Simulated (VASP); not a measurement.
# NaF (Villiaumite) (Fm-3m) in VASP: further runs

The runs below take NaF (Villiaumite) through phonons, dielectric tensor, with PBE.

All numbers are computed with VASP 6.6.1; they aren't measurements. Logs are shortened: lines on timing, memory, paths and dates and some standing lists are left out, and cuts for length are marked.

### Step 1. The structure

It takes space group Fm-3m (No. 225, cubic). The conventional cell has a = 4.694 Å, b = 4.694 Å, c = 4.694 Å, α = 90.00°, β = 90.00°, γ = 90.00°. Na (site symmetry m-3m) is surrounded by 6 F at 2.35 Å. F (site symmetry m-3m) is surrounded by 6 Na at 2.35 Å.

### Step 2. Phonons, PBE

POSCAR

```
NaF
1.0
    0.0000000000      2.3468666079      2.3468666079
    2.3468666079      0.0000000000      2.3468666079
    2.3468666079      2.3468666079      0.0000000000
  Na              F
     1     1
Direct
     0.0000000000000000    0.0000000000000000    0.0000000000000000
     0.5000000000000000    0.5000000000000000    0.5000000000000000
```

INCAR.step1

```
SYSTEM = NaF
PREC = Accurate ; ENCUT = 600
EDIFF = 1E-8 ; ISMEAR = 0
SIGMA = 0.03 ; LREAL = .FALSE.
LASPH = .TRUE. ; NELM = 80
ALGO = Normal ; ISIF = 3
LWAVE = .FALSE. ; LCHARG = .FALSE.
GGA = PE ; IBRION = 2
NSW = 40 ; EDIFFG = -0.002
```

INCAR.step2

```
SYSTEM = NaF
PREC = Accurate ; ENCUT = 600
EDIFF = 1E-8 ; ISMEAR = 0
SIGMA = 0.03 ; LREAL = .FALSE.
LASPH = .TRUE. ; NELM = 80
ALGO = Normal ; ISIF = 2
LWAVE = .FALSE. ; LCHARG = .FALSE.
GGA = PE ; IBRION = 6
NFREE = 2 ; POTIM = 0.015
NSW = 1
```

KPOINTS

```
regular mesh
0
G
  10 10 10
  0 0 0
```

Potentials or basis: VASP PAW PBE potentials, release 64 (Na_pv, F).

Started as:

```bash
$ cat potpaw_PBE.64/Na_pv/POTCAR potpaw_PBE.64/F/POTCAR > POTCAR
$ cp INCAR.step1 INCAR
$ mpirun -np 1 vasp_std > vasp.out
$ cp CONTCAR POSCAR
$ cp INCAR.step2 INCAR
$ mpirun -np 1 vasp_std > vasp.out
```

OUTCAR:

```text
SYSTEM = NaF
   PREC = Accurate
   ENCUT = 600
   EDIFF = 1E-8
   ISMEAR = 0
   LREAL = .FALSE.
   LASPH = .TRUE.
   NELM = 80
   ISIF = 2
   GGA = PE
   IBRION = 6
   NFREE = 2
   POTIM = 0.015
   NSW = 1

 ion  position               nearest neighbor table
   1  0.000  0.000  0.000-   2 2.35   2 2.35   2 2.35   2 2.35   2 2.35   2 2.35
   2  0.500  0.500  0.500-   1 2.35   1 2.35   1 2.35   1 2.35   1 2.35   1 2.35

  LATTYP: Found a face centered cubic cell.
 ALAT       =     4.6937332158

  Lattice vectors:

 A1 = (   0.0000000000,   2.3468666079,   2.3468666079)
 A2 = (   2.3468666079,   0.0000000000,   2.3468666079)
 A3 = (   2.3468666079,   2.3468666079,   0.0000000000)

Analysis of symmetry for initial positions (statically):
=====================================================================
 Subroutine PRICEL returns:
 Original cell was already a primitive cell.

 Routine SETGRP: Setting up the symmetry group for a
 face centered cubic supercell.

 Subroutine GETGRP returns: Found 48 space group operations
 (whereof 48 operations were pure point group operations)
 out of a pool of 48 trial point group operations.

The static configuration has the point symmetry O_h .

Analysis of symmetry for dynamics (positions and initial velocities):
=====================================================================
 Subroutine PRICEL returns:
 Original cell was already a primitive cell.

 Routine SETGRP: Setting up the symmetry group for a
 face centered cubic supercell.

 Subroutine GETGRP returns: Found 48 space group operations
 (whereof 48 operations were pure point group operations)
 out of a pool of 48 trial point group operations.

The dynamic configuration has the point symmetry O_h .

 Subroutine INISYM returns: Found 48 space group operations
 (whereof 48 operations are pure point group operations),
 and found     1 'primitive' translations

----------------------------------------------------------------------------------------

                                     Primitive cell

  volume of cell :      25.8521

  direct lattice vectors                    reciprocal lattice vectors
[... 280 lines left out ...]

 number of electron      14.0000004 magnetization

 Free energy of the ion-electron system (eV)
  ---------------------------------------------------
  ext. energy  EPLUGINS =         0.00000000
  ---------------------------------------------------
  free energy    TOTEN  =        -8.57087320 eV

  energy without entropy =       -8.57087320  energy(sigma->0) =       -8.57087320

 E-fermi :  -2.0928     XC(G=0):  -8.9725

 val. band max:       -2.2488430991   @ k =   0.0000   0.0000   0.0000
 cond. band min:       3.8501991370   @ k =   0.0000   0.0000   0.0000
 fundamental gap:      6.0990422361
 Fermi energy:        -2.0927559508

 k-point     1 :       0.0000    0.0000    0.0000
  band No.  band energies     occupation
      1     -21.3631      2.00000
      2     -21.3101      2.00000
      3     -21.3101      2.00000
      4     -21.3071      2.00000
      5      -2.2489      2.00000
      6      -2.2488      2.00000
      7      -2.2488      2.00000
      8       3.8502      0.00000
      9      16.4544      0.00000
     10      16.4548      0.00000
     11      16.4548      0.00000
[... 309 lines left out ...]
 k-point    24 :       0.4000    0.3000    0.0000
  band No.  band energies     occupation
      1     -21.6953      2.00000
      2     -21.3518      2.00000
      3     -21.3451      2.00000
      4     -20.8618      2.00000
      5      -3.3643      2.00000
      6      -2.6121      2.00000
      7      -2.5593      2.00000
      8       8.0287      0.00000
      9      11.4383      0.00000
     10      14.0863      0.00000
     11      16.9058      0.00000

 [... further k-points ...]

------------------------ aborting loop because EDIFF is reached ----------------------------------------

  FORCE on cell =-STRESS in cart. coord.  units (eV):
  Direction    XX          YY          ZZ          XY          YZ          ZX
  --------------------------------------------------------------------------------------
  -------------------------------------------------------------------------------------
  Total        0.0011910     -0.0025823     -0.0025823      0.0000000     -0.0000000      0.0000000
  in kB        0.0738124     -0.1600405     -0.1600405      0.0000000     -0.0000000      0.0000000
  external PRESSURE =      -0.0820895 kB  Pullay stress =       0.0000000 kB
[... 17 lines left out ...]
  FREE ENERGIE OF THE ION-ELECTRON SYSTEM (eV)
  ---------------------------------------------------
  free  energy   TOTEN  =        -8.5708731994 eV

  energy  without entropy=       -8.5708731994  energy(sigma->0) =       -8.57087320

 INTERNAL STRAIN TENSORS FROM DISPLACED ATOMS
 ============================================

 INTERNAL STRAIN TENSOR FOR ION    1 for displacements in x,y,z  (eV/Angst):
          X           Y           Z          XY          YZ          ZX
  --------------------------------------------------------------------------------
  x     0.00000     0.00000     0.00000     0.00000     0.00000     0.00000
  y     0.00000     0.00000     0.00000     0.00000     0.00000     0.00000
  z     0.00000     0.00000     0.00000     0.00000     0.00000     0.00000

 INTERNAL STRAIN TENSOR FOR ION    2 for displacements in x,y,z  (eV/Angst):
          X           Y           Z          XY          YZ          ZX
  --------------------------------------------------------------------------------
  x     0.00000     0.00000     0.00000     0.00000     0.00000     0.00000
  y     0.00000     0.00000     0.00000     0.00000     0.00000     0.00000
  z     0.00000     0.00000     0.00000     0.00000     0.00000     0.00000

 Eigenvectors and eigenvalues of the dynamical matrix
 ----------------------------------------------------

   1 f  =    6.897102 THz    43.335768 2PiTHz  230.062546 cm-1    28.524108 meV
             X         Y         Z           dx          dy          dz
      0.000000  0.000000  0.000000    -0.663260   -0.127525    0.000000
      2.346867  2.346867  2.346867     0.724180    0.139238    0.000000
[... 21 lines left out ...]
   6 f/i=    0.025720 THz     0.161606 2PiTHz    0.857939 cm-1     0.106371 meV
             X         Y         Z           dx          dy          dz
      0.000000  0.000000  0.000000    -0.066801    0.728268    0.094799
      2.346867  2.346867  2.346867    -0.061181    0.667004    0.086824

 ELASTIC MODULI CONTR FROM IONIC RELAXATION (kBar)
 Direction    XX          YY          ZZ          XY          YZ          ZX
 --------------------------------------------------------------------------------
 XX           0.0000      0.0000      0.0000      0.0000      0.0000      0.0000
 YY           0.0000      0.0000      0.0000      0.0000      0.0000      0.0000
 ZZ           0.0000      0.0000      0.0000      0.0000      0.0000      0.0000
 XY           0.0000      0.0000      0.0000      0.0000      0.0000      0.0000
 YZ           0.0000      0.0000      0.0000      0.0000      0.0000      0.0000
 ZX           0.0000      0.0000      0.0000      0.0000      0.0000      0.0000
 --------------------------------------------------------------------------------
```

OUTCAR.step1:

```text
SYSTEM = NaF
   PREC = Accurate
   ENCUT = 600
   EDIFF = 1E-8
   ISMEAR = 0
   LREAL = .FALSE.
   LASPH = .TRUE.
[... 562 lines left out ...]
      0.00000      0.00000      0.00000         0.000000      0.000000     -0.000000
      2.34687      2.34687      2.34687        -0.000000     -0.000000      0.000000
 -----------------------------------------------------------------------------------
    total drift:                                0.000000      0.000000      0.000000

  FREE ENERGIE OF THE ION-ELECTRON SYSTEM (eV)
  ---------------------------------------------------
  free  energy   TOTEN  =        -8.5710991556 eV

  energy  without entropy=       -8.5710991556  energy(sigma->0) =       -8.57109916

 reached required accuracy - stopping structural energy minimisation
```

Run time: 97 s. Hardware: 1 thread of Intel Xeon Platinum 8259CL at 2.50GHz (Skylake/Cascade Lake), shared host; peak memory 0.19 GiB.

Results:

* Highest phonon frequency at Γ, LO-TO splitting left out: 230 cm⁻¹

Phonon frequencies in cm⁻¹ (negative: imaginary):
| q point | frequencies |
| --- | --- |
| (0.000, 0.000, 0.000) | -1 -1 -1 230 230 230 |

### Step 3. Dielectric tensor, PBE

INCAR

```
SYSTEM = NaF
PREC = Accurate ; ENCUT = 600
EDIFF = 1E-8 ; ISMEAR = 0
SIGMA = 0.03 ; LREAL = .FALSE.
LASPH = .TRUE. ; NELM = 80
ALGO = Normal ; ISIF = 2
LWAVE = .FALSE. ; LCHARG = .FALSE.
GGA = PE ; LEPSILON = .TRUE.
```

KPOINTS

```
regular mesh
0
Monkhorst
  16 16 16
  0 0 0
```

Edit POSCAR of step 2 so:

```diff
@@ -1,2 +1,2 @@
-NaF
+NaF                                     
 1.0
@@ -5,3 +5,3 @@
     2.3468666079      2.3468666079      0.0000000000
-  Na              F
+  Na              F             
      1     1
```

Potentials or basis: VASP PAW PBE potentials, release 64 (Na_pv, F).

Started as:

```bash
$ cat potpaw_PBE.64/Na_pv/POTCAR potpaw_PBE.64/F/POTCAR > POTCAR
$ mpirun -np 1 vasp_std > vasp.out
```

OUTCAR:

```text
SYSTEM = NaF
   PREC = Accurate
   ENCUT = 600
   EDIFF = 1E-8
   ISMEAR = 0
   LREAL = .FALSE.
   LASPH = .TRUE.
   NELM = 80
   ISIF = 2
   GGA = PE
   LEPSILON = .TRUE.

 ion  position               nearest neighbor table
   1  0.000  0.000  0.000-   2 2.35   2 2.35   2 2.35   2 2.35   2 2.35   2 2.35
   2  0.500  0.500  0.500-   1 2.35   1 2.35   1 2.35   1 2.35   1 2.35   1 2.35

  LATTYP: Found a face centered cubic cell.
 ALAT       =     4.6937332158

  Lattice vectors:

 A1 = (   0.0000000000,   2.3468666079,   2.3468666079)
 A2 = (   2.3468666079,   0.0000000000,   2.3468666079)
[... 585 lines left out ...]
 -----------------------------------------------------------------------------
    -0.00005  0.00000  0.00000
     0.00000 -0.00005  0.00000
     0.00000 -0.00000 -0.00002

 MACROSCOPIC STATIC DIELECTRIC TENSOR (including local field effects in DFT)
 ------------------------------------------------------
           1.852175    -0.000000    -0.000000
           0.000000     1.852175     0.000000
           0.000000     0.000000     1.852175
 ------------------------------------------------------

 PIEZOELECTRIC TENSOR (including local field effects)  for field in x, y, z        (e  Angst)
          XX          YY          ZZ          XY          YZ          ZX
  --------------------------------------------------------------------------------
  x     0.00000     0.00000     0.00000     0.00000     0.00000     0.00000
  y     0.00000     0.00000     0.00000     0.00000     0.00000     0.00000
  z     0.00000     0.00000     0.00000     0.00000     0.00000     0.00000

 PIEZOELECTRIC TENSOR (including local field effects)  for field in x, y, z        (C/m^2)
          XX          YY          ZZ          XY          YZ          ZX
  --------------------------------------------------------------------------------
  x     0.00000     0.00000     0.00000     0.00000     0.00000     0.00000
  y     0.00000     0.00000     0.00000     0.00000     0.00000     0.00000
  z     0.00000     0.00000     0.00000     0.00000     0.00000     0.00000

 BORN EFFECTIVE CHARGES (including local field effects) (in |e|, cummulative output)
 ---------------------------------------------------------------------------------
 ion    1
    1     1.01345     0.00000     0.00000
    2     0.00000     1.01345     0.00000
    3     0.00000     0.00000     1.01345
 ion    2
    1    -1.01345     0.00000     0.00000
    2     0.00000    -1.01345     0.00000
    3     0.00000     0.00000    -1.01345
```

stdout:

```text
POSCAR found type information on POSCAR NaF
 POSCAR found :  2 types and       2 ions
 scaLAPACK will be used
 LDA part: xc-table for (Slater+PW92), standard interpolation
 -----------------------------------------------------------------------------
|                                                                             |
|           W    W    AA    RRRRR   N    N  II  N    N   GGGG   !!!           |
[... 38 lines left out ...]
  Direction:   1
 dielectric tensor                  component  1 :     1.852     0.010    -0.010
 Linear response to external field, progress :
  Direction:   2
 dielectric tensor                  component  2 :     0.010     1.852    -0.010
 Linear response to external field, progress :
  Direction:   3
 dielectric tensor                  component  3 :     0.013    -0.013     1.852
 Born effective charges drift removed
```

Wall time 26 min (1 thread of Intel Xeon Platinum 8259CL at 2.50GHz (Skylake/Cascade Lake), shared host); peak memory 0.96 GiB.

What came out:

```yaml
Electronic_dielectric_tensor_diagonal: 1.85
Born_charges_mean_of_the_diagonal: Na +1.01; F -1.01 e
```

Levels at points of the mesh, in eV from the valence-band top:
```csv
k point,band 3,band 4,band 5,band 6,band 7,band 8,band 9,band 10,band 11
"(0.03, 0.03, 0.03)",-19.06,-19.01,-0.02,0.00,0.00,6.14,18.52,18.72,18.72
```

Electronic dielectric tensor:
```
1.85 0.00 0.00
0.00 1.85 0.00
0.00 0.00 1.85
```

Born effective charge tensors (e):
atom 1, Na
```
1.01 0.00 0.00
0.00 1.01 0.00
0.00 0.00 1.01
```
atom 2, F
```
-1.01  0.00  0.00
 0.00 -1.01  0.00
 0.00  0.00 -1.01
```
